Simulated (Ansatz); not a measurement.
# Moving the dispersion correction in As

The cell as given:

Symmetry: Pm-3m, No. 221, cubic system. The conventional cell has a = 2.704 Å, b = 2.704 Å, c = 2.704 Å, α = 90.00°, β = 90.00°, γ = 90.00°. As (site symmetry m-3m) is surrounded by 6 As at 2.70 Å.

This isn't the form of As at room conditions, which is rhombohedral.

Kept alike: task relaxation of cell and atoms; functional PBEsol; k mesh 10 × 10 × 10; occupations fermi-dirac, width 0.05 eV; no spin polarisation. Program: Ansatz, Ansatz PAW, cutoff 420 eV. The mesh is that of the run's cell of 1 atom. No spin-orbit coupling.

| dispersion correction | volume (Å³/atom) |
| --- | --- |
| D3(BJ) | 18.700 |
| D3(BJ)-ATM | 18.796 |
| D4 | 18.952 |
| none | 19.418 |

The relaxations keep at least the cell's symmetry (Pm-3m). For a metal such a mesh leaves the last digits unconverged. Relaxations stop with a little pressure left, so the last digits of a volume or edge aren't settled. All rows use potentials made for PBE.

**Question.** What does the dispersion correction change here?

**Answer.** The volume runs from 18.700 (D3(BJ)) to 19.418 Å³/atom (none). Against no correction: D3(BJ) -3.7 %; D3(BJ)-ATM -3.2 %; D4 -2.4 %. Dispersion terms mostly attract and so lower the volume; the schemes' coefficients and damping set how far.
